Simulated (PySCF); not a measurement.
# Mayer bond orders and bond lengths

Compound: CH4N2O.
Atom-mapped SMILES: `[NH2:1][C:2]([NH2:3])=[O:4]` (hydrogens: H5, H6 on N1; H7, H8 on N3)

Cartesian coordinates in Å at the GFN2-xTB level; atoms count from 1:
```xyz
8
CH4N2O angstrom
N      1.1372   -0.2843   -0.0464
C      0.0201    0.5074   -0.1330
N     -1.1518   -0.1455    0.1558
O      0.0644    1.6763   -0.4368
H      2.0170    0.2038   -0.0543
H      1.1042   -1.1412    0.4781
H     -1.1882   -1.1491    0.1126
H     -1.9937    0.3422   -0.1006
```

Bond orders from the PBE0/pcSseg-1 density (PySCF). One conformer (not necessarily the lowest) at the GFN2-xTB geometry, without solvent, vibrations or thermal averaging.

Task: How far do the computed orders between heavy atoms stray from the drawn ones?

Result: The largest departure is 0.123, at N1–C2 (drawn single, 1.123) and C2–N3 (drawn single, 1.122). Drawn single, order above 1.12: N1–C2 (1.123) and C2–N3 (1.122).

Task: Set the Mayer orders of the bonds between heavy atoms beside their lengths.

Result: 
```
 bond  drawn as  length (Å)  Mayer order
N1–C2    single       1.372        1.123
C2–N3    single       1.372        1.122
C2–O4    double       1.209        1.953
```

Task: And the bonds to hydrogen?

Result: H–N: 0.94 (4 bonds).

Task: Sum the orders of all bonds at each heavy atom with more than one neighbour and set the sums beside the valence in the SMILES.

Result: N1 3.002 (drawn 3), C2 4.198 (drawn 4), N3 3.001 (drawn 3). Orders between atoms that aren't bonded are not in these sums.

Mayer orders depend on the basis set.
